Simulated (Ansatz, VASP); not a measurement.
# TaN: VASP beside Ansatz

File INCAR:

```
ALGO     = Fast           # electronic algorithm
EDIFF    = 1E-6           # SCF threshold, eV
ENCUT    = 520            # plane-wave cutoff, eV
GGA      = PS             # functional
ISIF     = 2              # what is computed and relaxed
ISMEAR   = 0              # smearing method
LASPH    = T              # aspherical terms in the spheres
LCHARG   = T              # write CHGCAR
LELF     = T              # ELF
LREAL    = F              # projectors in reciprocal space
LVHAR    = T            
LWAVE    = F              # write WAVECAR
NBANDS   = 15             # bands
NELM     = 100            # most SCF steps
PREC     = Accurate       # precision mode
SIGMA    = 0.15           # smearing width, eV
```

File KPOINTS:

```
k-points
0
Gamma
  18 18 18
```

POSCAR

```
TaN
1.0
    0.0000000000      2.3533200000      2.1790000000
    2.3533200000      0.0000000000      2.1790000000
    2.3533200000      2.3533200000      0.0000000000
Ta N
1 1
Direct
    0.5000000000      0.5000000000      0.5000000000
    0.0000000000      0.0000000000      0.0000000000
```

Input for Ansatz:

```yaml
crystal:
  lattice:
    - [0.0, 2.35332, 2.179]
    - [2.35332, 0.0, 2.179]
    - [2.35332, 2.35332, 0.0]
  atoms:
    - { symbol: Ta, position: [0.5, 0.5, 0.5] }
    - { symbol: "N", position: [0.0, 0.0, 0.0] }
basis:
  ecutwfc: 420
kpoints:
  mp_grid: { grid: [18, 18, 18] }
hamiltonian:
  xc: pbesol
scf:
  occupations: { method: gaussian, width: 0.15 }
output:
  forces: true
  stress: true
  eigenvalues: true
```

Change from the starting cell: strain +0.080 along x and y, +0.000 along z, atoms carried along.

Alike in both runs: task single point; functional PBEsol; k mesh 18 × 18 × 18; occupations gaussian, width 0.15 eV; no spin polarisation.

```csv
,VASP,Ansatz
version,VASP 6.6.1,Ansatz 0.2.0
potentials or method,"VASP PAW PBE potentials, release 64 (Ta_pv, N)","scalar-relativistic, plane waves, PAW"
plane-wave cutoff (eV),520,420
valence electrons in the cell,16,18
```

```tsv
	VASP	Ansatz	Ansatz less VASP
gap on the k mesh at the Fermi level (eV)	none	none	-
pressure (GPa)	-32.3	-32.8	-0.49
largest component of the traceless stress (GPa)	14.93	14.76	-0.174
```

A gap of «none» marks a metal or a gap that the smearing closes. With one functional, cell and mesh, what is left measures potentials, basis and numerics. The two sets of potentials don't hold the same shells in valence.

Caveats: the cell as given lies far from equilibrium; so large a pressure means that the cell lies far from this level's equilibrium, or that cutoff or potentials fall short (VASP); the potentials were made for another functional, which shifts forces and pressure (VASP). Spin-orbit coupling is left out, which matters for the levels of Ta.
